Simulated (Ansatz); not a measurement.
Relaxed-ion elastic tensor of CsI (CsCl type, space group No. 221) in GPa (Voigt order), PBE in the plane-wave PAW code Ansatz; density 4.25 g/cm³, 50.81 Å³ per atom.

|  | 1 | 2 | 3 | 4 | 5 | 6 |
|---|---|---|---|---|---|---|
| 1 | 21.2 | 4.2 | 4.2 | 0.0 | 0.0 | 0.0 |
| 2 | 4.2 | 21.2 | 4.2 | 0.0 | 0.0 | 0.0 |
| 3 | 4.2 | 4.2 | 21.2 | 0.0 | 0.0 | 0.0 |
| 4 | 0.0 | 0.0 | 0.0 | 4.0 | 0.0 | 0.0 |
| 5 | 0.0 | 0.0 | 0.0 | 0.0 | 4.0 | 0.0 |
| 6 | 0.0 | 0.0 | 0.0 | 0.0 | 0.0 | 4.0 |

Problem. Is the crystal mechanically stable?

Solution. Yes: the smallest eigenvalue of C is 4.0 GPa.

Problem. Work out the Voigt, Reuss and Hill averages.

Solution. K_V = 9.9, K_R = 9.9, K_H = 9.9; G_V = 5.8, G_R = 5.1, G_H = 5.5 GPa.

Problem. Give Young's modulus, Poisson's ratio, Pugh's ratio and the universal anisotropy index.

Solution. E = 9KG/(3K + G) = 13.8 GPa; ν = 0.27; K/G = 1.81 (near the Pugh limit of 1.75, no verdict); A_U = 5G_V/G_R + K_V/K_R − 6 = 0.69.

Problem. Estimate the sound speeds and the Debye temperature.

Solution. v_l = √((K + 4G/3)/ρ) = 2010 m/s, v_t = √(G/ρ) = 1130 m/s, mean 1260 m/s; Θ = (h/k)(3n/4πV)^(1/3) v_m = 101 K.

Problem. Give the Zener ratio and Young's modulus along [100], [110] and [111].

Solution. A = 2C44/(C11 − C12) = 0.48; 1/E = S11 − 2(S11 − S12 − S44/2)Γ with Γ = 0, 1/4, 1/3 gives 19.8, 12.1, 10.7 GPa.

Problem. Solve the Christoffel equation for the three sound speeds along [100], [110], [111].

Solution. Eigenvalues of C_ijkl n_j n_l equal ρv². In km/s, slowest first: [100] 0.98, 0.98, 2.23; [110] 0.98, 1.41, 1.99; [111] 1.28, 1.28, 1.90.

Space group Pm-3m (CsCl type). The cell was relaxed with PBE under the symmetry of its start; phonons on a q-mesh show no instability. Scalar-relativistic: spin–orbit coupling is off unless named, which matters more the heavier the elements.

Potentials: the later of the program's two PAW sets.
